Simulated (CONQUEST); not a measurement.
SnSe:

```
Sn Se
1.0
     4.19000    0.00000    0.00000
     0.00000    4.46000    0.00000
     0.00000    0.00000   11.42000
Sn Se
4 4
Direct
  0.75000 0.90900 0.87700
  0.25000 0.40900 0.62300
  0.75000 0.59100 0.37700
  0.25000 0.09100 0.12300
  0.75000 0.98400 0.64300
  0.25000 0.48400 0.85700
  0.75000 0.51600 0.14300
  0.25000 0.01600 0.35700
```

Base run:

* Program: CONQUEST 1.3
* Functional: PBE
* Potentials or basis: PseudoDojo NC PBE, DZP, grid cutoff 120 Ha
* k mesh: 6 × 6 × 3
* Occupations: fermi-dirac, width 0.05 eV
* Spin: no spin polarisation

Its results: band gap on the k mesh 0.56 eV, indirect (least direct gap 0.72 eV); pressure 3.5 GPa; largest force 0.476 eV/Å.

Question: The run is repeated on the same cell with these changes: potentials or basis from PseudoDojo NC PBE, DZP, grid cutoff 120 Ha to PseudoDojo NC PBE, SZ, grid cutoff 120 Ha. What comes out?

Answer: Band gap on the k mesh 0.66 eV, indirect (least direct gap 0.85 eV); pressure 9.5 GPa; largest force 1.459 eV/Å.

Caveats: spin-orbit coupling is left out, which moves the levels of the heavy elements; an odd mesh through Γ misses points on the zone boundary, where band edges often lie; the basis of atomic orbitals isn't converged, which shifts pressures, moduli and gaps; the atomic basis is small (some runs); forces of over 1 eV/Å show positions far from the minimum, so gaps and moduli don't describe the material at rest (some runs).

Not every run made on this cell is shown here.
